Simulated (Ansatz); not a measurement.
# BaTiO3: the cost of one run

Computed with Ansatz 0.2.0 (DFT r2SCAN, scalar-relativistic, plane waves, PAW, unless a step's input says otherwise).

1 further run of the same task is left out (set aside as unsound or not needed).

## 1. The starting structure

Symmetry: R3m, No. 160, trigonal system. The conventional cell has a = 5.680 Å, b = 5.680 Å, c = 6.994 Å, α = 90.00°, β = 90.00°, γ = 120.00°. Ba (site symmetry 3m) has 12 O at 2.78 to 2.93 Å in its first shell of neighbours. Ti (site symmetry 3m) is surrounded by 6 O at 1.87 to 2.16 Å. O (site symmetry m) is surrounded by 2 Ti at 1.87 to 2.16 Å and 1 Ba at 2.78 Å.

Coordinates:

```
CELL_PARAMETERS angstrom
2.84005 1.63971 2.33143
-2.84005 1.63971 2.33143
0.00000 -3.27941 2.33143
ATOMIC_POSITIONS crystal
Ba 0.00279 0.00279 0.00279
Ti 0.51625 0.51625 0.51625
O 0.48975 0.48975 0.98016
O 0.48975 0.98016 0.48975
O 0.98016 0.48975 0.48975
```

It is the result of an earlier relaxation at this level (volume 13.03 Å³/atom; gap on the mesh: 2.87 eV).

## 2. Zero of energy

Reference values: F = -10183.8375 eV; pressure 0.00 GPa; largest force 0.000 eV/Å; gap on the mesh 2.87 eV. It was computed beforehand with the settings of the runs below.

## 3. The disturbance

Cell sheared at random, sigma 0.1, atoms nudged by 0.01 Å. Displacements in the unstrained cell, with the mean shift removed:

| atom | ux (Å) | uy (Å) | uz (Å) |
| --- | --- | --- | --- |
| Ba1 | 0.002 | -0.003 | 0.001 |
| Ti2 | -0.003 | -0.009 | -0.022 |
| O3 | 0.010 | 0.002 | -0.001 |
| O4 | -0.007 | 0.010 | 0.018 |
| O5 | -0.003 | 0.000 | 0.004 |

Strain (xx, yy, zz, yz, xz, xy; engineering shear): (-0.1258, 0.0023, 0.1235, -0.0158, -0.0759, -0.0258).

## 4. Single point of the disturbed structure

File input.yaml:

```yaml
crystal:
  lattice:
    - [2.3731873452, 1.5884597739, 2.4986689603]
    - [-2.5923770507, 1.6616801308, 2.7141805036]
    - [-0.0461841636, -3.30534473, 2.6452504997]
  atoms:
    - { symbol: Ba, position: [0.0029595359, 0.0022615708, 0.0034691713] }
    - { symbol: Ti, position: [0.5115309851, 0.5126401997, 0.5149670711] }
    - { symbol: O, position: [0.491580682, 0.487969338, 0.9795524818] }
    - { symbol: O, position: [0.4922477727, 0.9849526781, 0.49039986] }
    - { symbol: O, position: [0.9803810242, 0.4908762133, 0.4903114159] }
basis:
  ecutwfc: 500
kpoints:
  mp_grid: { grid: [6, 6, 6] }
hamiltonian:
  xc: r2scan
scf:
  occupations: { method: gaussian, width: 0.05 }
output:
  forces: true
  stress: true
  eigenvalues: true
```

Run with:

```bash
$ ansatz run input.yaml --threads 2 --pin off --max-ram 5120MiB --backend cpu --events-out ev --progress --plain --runs-dir out
```

What time and memory should one allow on 2 threads of Arm Neoverse V2, shared host?

About 19 s, with a peak of 0.54 GiB.
